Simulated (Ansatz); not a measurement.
A 3-atom cell of Li2O started from a crystallographic database at its r2SCAN geometry, in the PAW code Ansatz. One HSE06 run serves as the base. The settings are then varied one at a time, some on purpose to values that make no sense. Doubtful ones may also carry a cap on iterations. All numbers are computed, and spin polarisation is off unless an edit sets a moment.

Base input:
```yaml
crystal:
  lattice:
    - [0.0, 2.2863690203, 2.2863690203]
    - [2.2863690203, 0.0, 2.2863690203]
    - [2.2863690203, 2.2863690203, 0.0]
  atoms:
    - { symbol: Li, position: [0.25, 0.25, 0.25] }
    - { symbol: Li, position: [0.75, 0.75, 0.75] }
    - { symbol: O, position: [0.0, 0.0, 0.0] }
kpoints:
  mp_grid: { grid: [4, 4, 4] }
hamiltonian:
  xc: hse06
scf:
  occupations: { method: fixed }
  n_extra_bands: 4
output:
  forces: true
  stress: true
  eigenvalues: true
  write_density: true
  write_potential: true
  elf: true
  volumetric_format: npy
```

Base results:
```
Basis set: ecut = 420 eV, 459 PW (Γ)
Symmetry: 48 space group operations
Space group: Fm-3m (ITA 225)
k-points: 8 of 64
Exchange kernel: α = 0.2500, screened, ω = 0.2079 Å⁻¹, Wigner–Seitz truncation, v(0) = 977.1096 eV·Å³, q-mesh 4×4×4
hybrid SCF converged: 2 outer / 8 inner (+2 warm-up)
Free energy (F): -979.826217 eV
Fermi energy:    1.921462 eV
--- Stress (GPa, compression-positive) ---
       -0.320989       0.000000       0.000000
        0.000000      -0.320989       0.000000
        0.000000       0.000000      -0.320989
  P = ⅓ Tr σ = -0.3210 GPa (-3.210 kbar)
--- Band table (eV; the first three rows and the last of 8) ---
  k-point 0: bands = [-43.4888, -43.1241, -15.0418, 1.9215, 1.9215, 1.9215, 9.0844, 15.9578, 15.9578, 15.9578]
  k-point 1: bands = [-43.4271, -43.1695, -14.9234, 0.2454, 1.6598, 1.6598, 10.5793, 15.8657, 16.4540, 16.4540]
  k-point 2: bands = [-43.2902, -43.2900, -14.7914, -1.1027, 1.4244, 1.4244, 13.2531, 13.9502, 16.0293, 16.0293]
  k-point 7: bands = [-43.2839, -43.2839, -14.7265, -0.0298, 0.2725, 0.2725, 10.8956, 14.5425, 18.5903, 18.5903]
```
The gap over this mesh is 6.655 eV.

Command: `ansatz run input.yaml --threads 4 --pin off --max-ram 3686MiB --backend cpu --events-out ev --progress --plain --runs-dir out`. It took 2.5 s on 4 threads of AMD EPYC 7R43 64-Core Processor (Zen 3), on a shared host; peak host memory 0.48 GiB.

**Question.** These lines are set or replaced. What follows?
```yaml
scf:
  exx: { singularity: none }
```

**Answer.** The free energy moves by -1.1 meV an atom, the mean stress by -0.1 GPa and the gap on the mesh by +0.002 eV (to 6.657). The result is sensitive to this setting.
Lines that differ from the base's log, and the results:
```
hybrid SCF converged: 2 outer / 8 inner (+2 warm-up)
Free energy (F): -979.829666 eV
Fermi energy:    1.920164 eV
--- Stress (GPa, compression-positive) ---
       -0.444658       0.000000       0.000000
        0.000000      -0.444658       0.000000
        0.000000       0.000000      -0.444658
  P = ⅓ Tr σ = -0.4447 GPa (-4.447 kbar)
--- Band table (eV; the first three rows and the last of 8) ---
  k-point 0: bands = [-43.4894, -43.1246, -15.0424, 1.9202, 1.9202, 1.9202, 9.0853, 15.9581, 15.9581, 15.9581]
  k-point 1: bands = [-43.4276, -43.1700, -14.9240, 0.2448, 1.6586, 1.6586, 10.5795, 15.8658, 16.4542, 16.4542]
  k-point 2: bands = [-43.2907, -43.2905, -14.7922, -1.1032, 1.4234, 1.4234, 13.2529, 13.9504, 16.0296, 16.0296]
  k-point 7: bands = [-43.2844, -43.2844, -14.7272, -0.0305, 0.2718, 0.2718, 10.8956, 14.5425, 18.5900, 18.5900]
```

**Question.** Predict the outcome of this edit.
```yaml
hamiltonian:
  xc: { exchange: pbe, correlation: pbe, exx: { coeff: 1.0 } }
```

**Answer.** That is 100 % exact exchange, at all ranges, against HSE06's 25 % screened at 0.208 1/Å. The mean stress moves by -8.8 GPa and the gap on the mesh by +8.104 eV (to 14.759). Totals of different functionals aren't comparable.
```
hybrid SCF converged: 3 outer / 18 inner (+2 warm-up)
Free energy (F): -980.740862 eV
Fermi energy:    -3.676324 eV
--- Stress (GPa, compression-positive) ---
       -9.101696       0.000000       0.000000
        0.000000      -9.101696       0.000000
        0.000000       0.000000      -9.101696
  P = ⅓ Tr σ = -9.1017 GPa (-91.017 kbar)
--- Band table (eV; the first three rows and the last of 8) ---
  k-point 0: bands = [-56.5297, -56.1661, -24.9811, -3.6763, -3.6763, -3.6763, 11.7677, 19.5513, 19.5513, 19.5513]
  k-point 1: bands = [-56.4667, -56.2094, -24.8314, -5.5775, -3.9762, -3.9762, 13.4774, 19.5158, 20.0277, 20.0277]
  k-point 2: bands = [-56.3287, -56.3271, -24.6657, -7.1750, -4.2564, -4.2564, 16.4670, 17.4395, 19.3960, 19.3960]
  k-point 7: bands = [-56.3206, -56.3206, -24.5805, -5.7856, -5.6456, -5.6456, 13.5454, 18.1829, 22.8176, 22.8176]
```

**Question.** The input is altered as follows. How does the run end?
```yaml
hamiltonian:
  xc: { exchange: pbe, correlation: pbe, exx: { coeff: 0.1, omega: 0.3 } }
```

**Answer.** That is 10 % exact exchange, screened with ω = 0.3 1/Å, against HSE06's 25 % screened at 0.208 1/Å. The mean stress moves by +2.0 GPa and the gap on the mesh by -1.070 eV (to 5.585). Totals of different functionals aren't comparable.
```
Exchange kernel: α = 0.1000, screened, ω = 0.3000 Å⁻¹, Wigner–Seitz truncation, v(0) = 499.8916 eV·Å³, q-mesh 4×4×4
hybrid SCF converged: 2 outer / 9 inner (+2 warm-up)
Free energy (F): -979.821472 eV
Fermi energy:    2.727151 eV
--- Stress (GPa, compression-positive) ---
        1.666971       0.000000       0.000000
        0.000000       1.666971       0.000000
        0.000000       0.000000       1.666971
  P = ⅓ Tr σ = 1.6670 GPa (16.670 kbar)
--- Band table (eV; the first three rows and the last of 8) ---
  k-point 0: bands = [-41.1706, -40.8071, -13.3418, 2.7272, 2.7272, 2.7272, 8.7795, 15.4911, 15.4911, 15.4911]
  k-point 1: bands = [-41.1094, -40.8529, -13.2305, 1.1082, 2.4758, 2.4758, 10.2219, 15.3655, 15.9829, 15.9829]
  k-point 2: bands = [-40.9738, -40.9730, -13.1063, -0.1777, 2.2521, 2.2521, 12.7958, 13.4893, 15.5981, 15.5981]
  k-point 7: bands = [-40.9675, -40.9675, -13.0457, 0.8187, 1.1572, 1.1572, 10.5832, 14.0518, 17.9497, 17.9497]
```

**Question.** These lines are set or replaced. What follows?
```yaml
hamiltonian:
  xc: { exchange: pbe, correlation: pbe, exx: { coeff: 0.3, omega: 0.3 } }
```

**Answer.** That is 30 % exact exchange, screened with ω = 0.3 1/Å, against HSE06's 25 % screened at 0.208 1/Å. The mean stress moves by -0.5 GPa and the gap on the mesh by +0.035 eV (to 6.690). Totals of different functionals aren't comparable.
```
Exchange kernel: α = 0.3000, screened, ω = 0.3000 Å⁻¹, Wigner–Seitz truncation, v(0) = 499.8916 eV·Å³, q-mesh 4×4×4
hybrid SCF converged: 2 outer / 8 inner (+2 warm-up)
Free energy (F): -979.794205 eV
Fermi energy:    1.856822 eV
--- Stress (GPa, compression-positive) ---
       -0.863151       0.000000       0.000000
        0.000000      -0.863151       0.000000
        0.000000       0.000000      -0.863151
  P = ⅓ Tr σ = -0.8632 GPa (-8.632 kbar)
```

The program warns that its thresholds are loose for a hybrid's stress.

The meshes of the hybrids are coarse, so their gaps aren't converged to the digits shown.
